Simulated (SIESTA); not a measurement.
SiC (Moissanite):

```
Si C
1.0
     3.07600    0.00000    0.00000
    -1.53800    2.66389    0.00000
     0.00000    0.00000    5.04800
Si C
2 2
Direct
  0.66667 0.33333 0.50000
  0.33333 0.66667 0.00000
  0.66667 0.33333 0.88500
  0.33333 0.66667 0.38500
```

Base run:

- Program: SIESTA 5.4.2
- Functional: PBE
- Potentials or basis: PseudoDojo 0.4 standard (PBE files)
- Basis: DZP (energy shift 0.002 Ry)
- Grid cutoff: 500 Ry
- Energy shift: 0.002 Ry
- k mesh: 10 × 10 × 5
- Occupations: fermi-dirac, width 0.05 eV
- Spin: no spin polarisation

Its results: band gap on the k mesh 2.45 eV, indirect (least direct gap 4.08 eV); pressure 7.0 GPa; largest force 0.844 eV/Å.

Question: The run is repeated on the same cell with these changes: functional from PBE to PBEGcGxLO. What comes out?

Answer: Band gap on the k mesh 2.19 eV, indirect (least direct gap 3.87 eV); pressure 3.3 GPa; largest force 0.842 eV/Å.

Caveats: the mesh misses the band edges, which the band path finds closer together; the basis of atomic orbitals isn't converged, which shifts pressures, moduli and gaps; the potentials were made for another functional, which shifts forces and pressure (some runs).
